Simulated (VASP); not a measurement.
Here is a VASP 6.6.1 calculation.

Contents of INCAR:

```
SYSTEM = Al2O3
PREC = Accurate
ENCUT = 520
EDIFF = 1E-7
ISMEAR = 0
SIGMA = 0.01
LREAL = .FALSE.
LASPH = .TRUE.
NELM = 60
ALGO = Normal
ISIF = 2
LWAVE = .FALSE.
LCHARG = .TRUE.
GGA = PE
LELF = .TRUE.
LVHAR = .TRUE.
NBANDS = 35
```

Contents of KPOINTS:

```
Automatic mesh
0
G
  6 6 6
  0 0 0
```

File POSCAR:

```
Al2O3
1.0
    2.4043547840      1.3881548818      4.3744975410
   -2.4043547840      1.3881548818      4.3744975410
    0.0000000000     -2.7763097636      4.3744975409
Al O
4 6
Direct
    0.3521453386      0.3521453386      0.3521453386
    0.1478546614      0.1478546614      0.1478546614
    0.6478546614      0.6478546614      0.6478546614
    0.8521453386      0.8521453386      0.8521453386
    0.5561715624      0.9438284376      0.2500000000
    0.2500000000      0.5561715624      0.9438284376
    0.9438284376      0.2500000000      0.5561715624
    0.4438284376      0.0561715624      0.7500000000
    0.7500000000      0.4438284376      0.0561715624
    0.0561715624      0.7500000000      0.4438284376
```

Potentials or basis: VASP PAW PBE potentials, release 64 (Al, O).

Command:

```sh
$ cat potpaw_PBE.64/Al/POTCAR potpaw_PBE.64/O/POTCAR > POTCAR
$ mpirun -np 1 vasp_std > vasp.out
```

Estimate the pressure.

-0.1 GPa.

Estimate the largest force.

0.004 eV/Å.

Forces in eV/Å, atoms in the order of the input:
```
Al   0.000  0.000  0.004
Al   0.000  0.000 -0.004
Al   0.000  0.000 -0.004
Al   0.000  0.000  0.004
O    0.000  0.000  0.000
O    0.000  0.000  0.000
O    0.000  0.000  0.000
O    0.000  0.000  0.000
O    0.000  0.000  0.000
O    0.000  0.000  0.000
```
